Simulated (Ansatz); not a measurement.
ZnF2:

```
Zn F
1.0
     4.70480    0.00000    0.00000
     0.00000    4.70480    0.00000
     0.00000    0.00000    3.13380
Zn F
2 4
Direct
  0.50000 0.50000 0.50000
  0.00000 0.00000 0.00000
  0.80240 0.19760 0.50000
  0.69760 0.69760 0.00000
  0.19760 0.80240 0.50000
  0.30240 0.30240 0.00000
```

Program: Ansatz 0.2.0. Alike in all runs: task band structure; potentials or basis Ansatz PAW; no spin polarisation; cell as given; k mesh 6 × 6 × 9; smearing fermi-dirac 0.05 eV.

Q: Order these runs on this cell by their pressure, lowest first.
A. level PBE; cutoff (eV) 420
B. level LDA; cutoff (eV) 420
C. level r2SCAN; cutoff (eV) 500

A: B (-5.7 GPa), C (-0.4 GPa), A (5.9 GPa).

Caveats: the PAW data sets come from PBE, with cores solved anew for the run's functional, which leaves a small shift of forces and pressure (some runs).

Not every run made on this cell is shown here.
